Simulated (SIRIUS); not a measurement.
# MoS2 (P-3m1) in SIRIUS: further runs

The runs below take MoS2 through single point, with PBE.

All numbers are computed with SIRIUS 7.10.0; they aren't measurements. Logs are shortened: lines on timing, memory, paths and dates and some standing lists are left out, and cuts for length are marked. The log counts tension as positive stress, the text compression.

## (1) The crystal as given

It takes space group P-3m1 (No. 164, trigonal). Conventional cell: a = 3.564 Å, b = 3.564 Å, c = 5.749 Å, α = 90.00°, β = 90.00°, γ = 120.00°. Around Mo (site symmetry -3m) lie 6 S at 2.52 Å. Around S (site symmetry 3m) lie 3 Mo at 2.52 Å.

Measurements of this composition are mostly on another form, of space group No. 194.

## (2) Single point, PBE

The input, sirius.json:

```json
{
  "control": {
    "processing_unit": "cpu",
    "verbosity": 2,
    "num_bands_to_print": 21,
    "print_forces": true,
    "print_stress": true
  },
  "parameters": {
    "electronic_structure_method": "pseudopotential",
    "xc_functionals": ["XC_GGA_X_PBE", "XC_GGA_C_PBE"],
    "gk_cutoff": 9.0,
    "pw_cutoff": 18.0,
    "ngridk": [8, 8, 4],
    "shiftk": [0, 0, 0],
    "smearing": "fermi_dirac",
    "smearing_width": 0.0018374661,
    "num_bands": 21,
    "num_mag_dims": 0,
    "num_dft_iter": 100,
    "energy_tol": 1e-08,
    "density_tol": 1e-06
  },
  "iterative_solver": {
    "type": "davidson",
    "min_tolerance": 1e-09,
    "tolerance_scale": [0.1, 0.25]
  },
  "mixer": {
    "type": "anderson",
    "beta": 0.7,
    "max_history": 8
  },
  "settings": {
    "tol_ne": 1e-10,
    "pseudo_grid_cutoff": 6.5
  },
  "unit_cell": {
    "lattice_vectors": [
      [6.734883299147, 0.0, 0.0],
      [-3.367441649574, 5.832580025004, 0.0],
      [0.0, 0.0, 10.864764584607]
    ],
    "atom_coordinate_units": "lattice",
    "atom_types": ["Mo", "S"],
    "atom_files": {
      "S": "S.json",
      "Mo": "Mo.json"
    },
    "atoms": {
      "Mo": [
        [0.0, 0.0, 0.0]
      ],
      "S": [
        [0.3333333333, 0.6666666667, 0.252],
        [0.6666666667, 0.3333333333, 0.748]
      ]
    }
  }
}
```

Potentials or basis: SPMS 1.0 PBE (norm-conserving).

Run with:

```sh
> upf_to_json 16_S_6_1.8_1.9_pbe_n_v1.0.upf
> upf_to_json 42_Mo_14_2.0_2.6_pbe_n_v1.0.upf
> OMP_NUM_THREADS=1 sirius.scf --input=sirius.json --output=out.json --task=0
```

The program printed:

```text
[info] SIRIUS version : 7.10.0
[info] number of MPI ranks           : 1
[info] MPI grid                      : 1 1
[info] maximum number of OMP threads : 1
[fft] FFT context for density and potential
[fft] =====================================
[fft]   comm size                             : 1
[fft]   plane wave cutoff                     : 18
[fft]   grid size                             : 45 45 72   total : 145800
[fft]   grid limits                           : -22 22   -22 22   -35 36
[fft]   number of G-vectors within the cutoff : 21053
[fft]   local number of G-vectors             : 21053
[fft]   number of G-shells                    : 2139
[fft] FFT context for coarse grid
[fft] =====================================
[fft]   comm size                             : 1
[fft]   plane wave cutoff                     : 18
[fft]   grid size                             : 45 45 72   total : 145800
[fft]   grid limits                           : -22 22   -22 22   -35 36
[fft]   number of G-vectors within the cutoff : 21053
[fft]   local number of G-vectors             : 21053
[fft]   number of G-shells                    : 2139
[unit cell] lattice vectors
[unit cell]   a1 :       6.7348832991      0.0000000000      0.0000000000
[unit cell]   a2 :      -3.3674416496      5.8325800250      0.0000000000
[unit cell]   a3 :       0.0000000000      0.0000000000     10.8647645846
[unit cell] reciprocal lattice vectors
[unit cell]   b1 :       0.9329315785      0.5386282983     -0.0000000000
[unit cell]   b2 :       0.0000000000      1.0772565966      0.0000000000
[unit cell]   b3 :       0.0000000000     -0.0000000000      0.5783084629
[unit cell] unit cell volume :       426.78692060 [a.u.^3]
[unit cell] 1/sqrt(omega)    :         0.04840547
[unit cell] MT volume        :         0.00000000 ( 0.00%)
[unit cell] IT volume        :       426.78692060 (100.00%)
[unit cell] number of atom types : 2
[unit cell] type id : 0 symbol : Mo mt_radius :  16.390000 num_atoms : 1
[unit cell] type id : 1 symbol :  S mt_radius :  11.470000 num_atoms : 2
[unit cell] total number of atoms : 3
[unit cell] number of symmetry classes : 2
[unit cell] number of PAW atoms : 0
[unit cell] atom id  type id  class id             position                      vector_field
[unit cell] ------------------------------------------------------------------------------------------
[unit cell]      0        0        0      0.00000   0.00000   0.00000      0.00000   0.00000   0.00000
[unit cell]      1        1        1      0.33333   0.66667   0.25200      0.00000   0.00000   0.00000
[unit cell]      2        1        1      0.66667   0.33333   0.74800      0.00000   0.00000   0.00000
[unit cell] atom id         position (Cartesian, a.u.)
[unit cell] ---------------------------------------------
[unit cell]      0       0.000000    0.000000    0.000000
[unit cell]      1      -0.000000    3.888387    2.737921
[unit cell]      2       3.367442    1.944193    8.126844
[unit cell] class id : 0 atom id : 0
[unit cell] class id : 1 atom id : 1 2
[unit cell] minimum bond length:     4.755603
[unit cell] total number of pseudo wave-functions: 18
[sym] space group number   : 164
[sym] international symbol : P-3m1
[... 297 lines left out ...]
[diagonalize] Lowest band energies
[diagonalize] ik:    0   -1.957694   -1.004568   -1.004568   -0.996854   -0.197172   -0.139115    0.104294    0.163533    0.163533    0.282817    0.282817    0.285595    0.285595    0.290513    0.314243    0.417731    0.417731    0.505700    0.511563    0.637851    0.637851
[diagonalize] ik:    1   -1.957653   -1.005177   -1.004711   -0.996744   -0.191286   -0.139628    0.112418    0.159003    0.167278    0.237523    0.254989    0.286297    0.295917    0.312150    0.324323    0.408413    0.416241    0.535874    0.541473    0.628222    0.659016
[diagonalize] ik:    2   -1.957553   -1.006638   -1.005056   -0.996476   -0.175806   -0.140918    0.132918    0.154578    0.174512    0.180751    0.235738    0.261002    0.291254    0.325495    0.338267    0.416016    0.421113    0.565955    0.584384    0.628730    0.640070
[diagonalize] ik:    3   -1.957452   -1.008088   -1.005400   -0.996207   -0.158066   -0.142012    0.125023    0.158127    0.172829    0.176690    0.223541    0.232357    0.285529    0.324851    0.345838    0.430772    0.433199    0.551835    0.561972    0.617251    0.645639
[diagonalize] ik:    4   -1.957411   -1.008685   -1.005542   -0.996096   -0.150418   -0.141682    0.107985    0.174563    0.175758    0.176574    0.205491    0.234599    0.282950    0.322937    0.344202    0.435167    0.439050    0.536956    0.557356    0.617761    0.628661
[diagonalize] ...
[diagonalize] ik:   30   -1.957582   -1.006143   -1.005023   -0.996558   -0.169284   -0.154993    0.135580    0.161180    0.171072    0.209728    0.222852    0.248676    0.300504    0.320044    0.357093    0.395403    0.411152    0.591135    0.591613    0.616540    0.626025
[diagonalize] ik:   31   -1.957482   -1.007448   -1.005518   -0.996289   -0.155821   -0.150105    0.128303    0.143833    0.178441    0.195394    0.213789    0.246513    0.298543    0.324575    0.346147    0.408450    0.415199    0.564816    0.572735    0.630993    0.642288
[diagonalize] ik:   32   -1.957411   -1.008358   -1.005874   -0.996098   -0.152429   -0.139062    0.113230    0.143003    0.173939    0.189480    0.217774    0.240600    0.292199    0.326428    0.339119    0.412927    0.447848    0.527553    0.552950    0.603968    0.655408
[diagonalize] ik:   33   -1.957411   -1.007903   -1.006333   -0.996099   -0.148066   -0.144041    0.130888    0.134372    0.182523    0.185661    0.201729    0.227362    0.310687    0.323336    0.333280    0.412147    0.437571    0.572141    0.582170    0.614230    0.624731
[diagonalize] ik:   34   -1.957381   -1.007935   -1.006826   -0.996020   -0.146166   -0.140001    0.128391    0.140465    0.170909    0.187835    0.199060    0.216788    0.307680    0.329731    0.329979    0.419894    0.444713    0.560874    0.583329    0.620599    0.626767
[find] Charges and magnetic moments
[find] --------------------------------------------------------------------------------
[find] total charge          : 26.000000
[find] Energy
[find] --------------------------------------------------------------------------------
[find] valence_eval_sum               :      -7.74046884
[find] <rho|V^{XC}>                   :     -16.50911227
[find] <rho|E^{XC}>                   :     -16.33011805
[find] <mag|B^{XC}>                   :       0.00000000
[find] <rho|V^{H}>                    :      48.71864228
[find] one-electron contribution      :     -39.94999886 (Ha),     -79.89999771 (Ry)
[find] hartree contribution           :      24.35932114
[find] xc contribution                :     -16.33011805
[find] ewald contribution             :     -60.22155674
[find] PAW contribution               :       0.00000000
[find] smearing (-TS)                 :      -0.00069272
[find] SCF correction                 :       0.00001054
[find] Total energy                   :     -92.14234196 (Ha),    -184.28468392 (Ry)
[find] Free energy (E-TS)             :     -92.14303469 (Ha),    -184.28606937 (Ry)
[find] band gap (eV)                  :       0.00000000
[find] Efermi                         :       0.31142856
[find] iteration : 11, RMS : 3.044835603435e-07, energy difference : -6.710536126775e-09
[find] Hartree energy of density residual : 1.554821547745e-10
[find] bands are converged : true
[find] iterative solver converged : true
[find] converged after 12 SCF iterations!
[find] Charges and magnetic moments
[find] --------------------------------------------------------------------------------
[find] total charge          : 26.000000
[find] Energy
[find] --------------------------------------------------------------------------------
[find] valence_eval_sum               :      -7.74046884
[find] <rho|V^{XC}>                   :     -16.50911227
[find] <rho|E^{XC}>                   :     -16.33011805
[find] <mag|B^{XC}>                   :       0.00000000
[find] <rho|V^{H}>                    :      48.71864228
[find] one-electron contribution      :     -39.94999886 (Ha),     -79.89999771 (Ry)
[find] hartree contribution           :      24.35932114
[find] xc contribution                :     -16.33011805
[find] ewald contribution             :     -60.22155674
[find] PAW contribution               :       0.00000000
[find] smearing (-TS)                 :      -0.00069272
[find] SCF correction                 :       0.00001054
[find] Total energy                   :     -92.14234196 (Ha),    -184.28468392 (Ry)
[find] Free energy (E-TS)             :     -92.14303469 (Ha),    -184.28606937 (Ry)
[find] band gap (eV)                  :       0.00000000
[find] Efermi                         :       0.31142856
[ground_state] === stress tensor components [kbar] ===
[ground_state] === stress_kin ===
[ground_state] -12872.917254   -0.000000    0.000000
[ground_state]    -0.000000-12872.917270    0.000000
[ground_state]     0.000000    0.000000-13374.347330
[ground_state] === stress_har ===
[ground_state] -10153.169631   -0.000000    0.000000
[ground_state]    -0.000000-10153.169644    0.000000
[ground_state]     0.000000    0.000000 3513.981248
[ground_state] === stress_ewald ===
[ground_state]  7851.750533    0.000000   -0.000000
[ground_state]     0.000000 7851.750543   -0.000000
[ground_state]    -0.000000   -0.00000025810.871832
[ground_state] === stress_vloc ===
[ground_state] 24140.252865    0.000000    0.000000
[ground_state]     0.00000024140.252894    0.000000
[ground_state]     0.000000    0.000000-7115.788520
[ground_state] === stress_xc ===
[ground_state]   224.369198    0.000000    0.000000
[ground_state]     0.000000  224.369199    0.000000
[ground_state]     0.000000    0.000000  224.456834
[ground_state] === stress_core ===
[ground_state]  2959.813143    0.000000    0.000000
[ground_state]     0.000000 2959.813147    0.000000
[ground_state]     0.000000    0.000000 2962.187722
[ground_state] === stress_nonloc ===
[ground_state] -11996.441199   -0.000000    0.000000
[ground_state]    -0.000000-11996.441214   -0.000000
[ground_state]     0.000000   -0.000000-11982.895443
[ground_state] === stress_us_nl ===
[ground_state] -11996.441199   -0.000000    0.000000
[ground_state]    -0.000000-11996.441214   -0.000000
[ground_state]     0.000000   -0.000000-11982.895443
[ground_state] === stress_total ===
[ground_state]   153.657655    0.000000    0.000000
[ground_state]     0.000000  153.657655    0.000000
[ground_state]     0.000000    0.000000   38.466342
[ground_state] ==== total Forces in Ha/bohr =====
[ground_state] atom:    0, force:       0.0000000      0.0000000      0.0000000
[ground_state] atom:    1, force:       0.0000000     -0.0000000     -0.0127275
[ground_state] atom:    2, force:      -0.0000000      0.0000000      0.0127275
[ground_state] ==== ultrasoft contribution from Qij =====
[ground_state] atom:    0, force:       0.0000000      0.0000000      0.0000000
[ground_state] atom:    1, force:       0.0000000      0.0000000      0.0000000
[ground_state] atom:    2, force:       0.0000000      0.0000000      0.0000000
[ground_state] ==== non-local contribution from Beta-projector =====
[ground_state] atom:    0, force:       0.0000000      0.0000000      0.0000000
[ground_state] atom:    1, force:       0.0000000     -0.0000000     -0.1431372
[ground_state] atom:    2, force:       0.0000000      0.0000000      0.1431372
[ground_state] ==== contribution from local potential =====
[ground_state] atom:    0, force:       0.0000000      0.0000000      0.0000000
[ground_state] atom:    1, force:       0.0000000      0.0000000     -4.7487981
[ground_state] atom:    2, force:      -0.0000000     -0.0000000      4.7487981
[ground_state] ==== contribution from core density =====
[ground_state] atom:    0, force:       0.0000000      0.0000000      0.0000000
[ground_state] atom:    1, force:       0.0000000     -0.0000000      0.0050364
[ground_state] atom:    2, force:      -0.0000000      0.0000000     -0.0050364
[ground_state] ==== Ewald forces from ions =====
[ground_state] atom:    0, force:       0.0000000      0.0000000      0.0000000
[ground_state] atom:    1, force:      -0.0000000     -0.0000000      4.8741679
[ground_state] atom:    2, force:       0.0000000      0.0000000     -4.8741679
[~DFT_ground_state] local op. applied: 24232
[~DFT_ground_state] evp. work count: 5052.08
[~DFT_ground_state] number of iterative solver steps: 1960
```

Run time: 2.1 min. Hardware: 1 thread of Arm Neoverse V1, shared host; peak memory 0.62 GiB.

Results:

- Free energy: -2507.3397 eV
- Pressure: -11.5 GPa
- Largest force: 0.654 eV/Å
- Band gap on the k mesh: none (metal or under the smearing width)

Forces in eV/Å, atoms in the order of the input:
```
Mo   0.000  0.000  0.000
S    0.000  0.000 -0.654
S    0.000  0.000  0.654
```

Caveat: this functional lacks dispersion, which binds the layers, so the pressure and a relaxed spacing across them are unreliable.

[end of part 1 of 2]
